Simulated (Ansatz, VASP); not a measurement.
**One calculation of Ge, two programs**

```xyz
1
Lattice="2.6473 0.0000 0.0000 0.0000 2.7490 0.0000 0.0000 0.0000 2.7508" Properties=species:S:1:pos:R:3 pbc="T T T"
Ge    1.3236    1.3745    1.3754
```

Alike in both runs: functional PBE; k mesh 8 × 6 × 6; occupations gaussian, width 0.1 eV; no spin polarisation.

Ansatz relaxed the structure, and its values are those at the end. VASP's run is a single point on that final structure, the one shown.

```csv
,VASP,Ansatz
version,VASP 6.6.1,Ansatz 0.2.0
potentials or method,"VASP PAW PBE potentials, release 64 (Ge_d)","scalar-relativistic, plane waves, PAW"
plane-wave cutoff (eV),520,420
valence electrons in the cell,14,14
```

Ansatz gave:

| Property | Result |
| --- | --- |
| gap on the k mesh at the Fermi level (eV) | none |
| pressure (GPa) | -0.1 |

Question: What did VASP give for the same quantities?

Answer: gap on the k mesh at the Fermi level (eV): none; pressure (GPa): -0.3.

A gap of «none» marks a metal or a gap that the smearing closes.

Caveats: the k mesh is coarse (spacing up to 0.38 Å⁻¹), so the values aren't converged.
